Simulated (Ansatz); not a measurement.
Write the native input for Ansatz 0.2.0 that does the following.

```yaml
Task: single point
Functional: PBE
Potentials_or_basis: Ansatz PAW
Cutoff: 800 eV
Density_cutoff: 3200 eV
k_mesh: 6 × 6 × 6
Occupations: fermi-dirac, width 0.05 eV
Spin: no spin polarisation
```

The system is Cu2O (Cuprite).

```
Cu O
1.0
     4.26000    0.00000    0.00000
     0.00000    4.26000    0.00000
     0.00000    0.00000    4.26000
Cu O
4 2
Direct
  0.75000 0.25000 0.75000
  0.75000 0.75000 0.25000
  0.25000 0.75000 0.75000
  0.25000 0.25000 0.25000
  0.50000 0.50000 0.50000
  0.00000 0.00000 0.00000
```

One way to write it, as run:

input.yaml

```yaml
crystal:
  lattice:
    - [4.26, 0.0, 0.0]
    - [0.0, 4.26, 0.0]
    - [0.0, 0.0, 4.26]
  atoms:
    - { symbol: Cu, position: [0.75, 0.25, 0.75] }
    - { symbol: Cu, position: [0.75, 0.75, 0.25] }
    - { symbol: Cu, position: [0.25, 0.75, 0.75] }
    - { symbol: Cu, position: [0.25, 0.25, 0.25] }
    - { symbol: O, position: [0.5, 0.5, 0.5] }
    - { symbol: O, position: [0.0, 0.0, 0.0] }
hamiltonian:
  xc: pbe
  pseudopotentials: { kind: paw }
kpoints:
  mp_grid: { grid: [6, 6, 6] }
scf:
  occupations: { method: fermi_dirac, width: 0.05 }
basis:
  ecutwfc: "800 eV"
output:
  forces: true
  stress: true
  eigenvalues: true
```

Potentials or basis: Ansatz PAW.

Run with:

```sh
$ ansatz run input.yaml --threads 2 --pin off --max-ram 5120MiB --backend cpu --events-out ev --progress --plain --runs-dir out
```

Results of the run:

```yaml
Pressure: 3.2 GPa
Band_gap_on_the_k_mesh: 0.53 eV, direct
```

Run time: 4 s on 2 threads of AMD EPYC 7B13 (Zen 3), with other jobs on the host, peak memory 0.58 GiB.
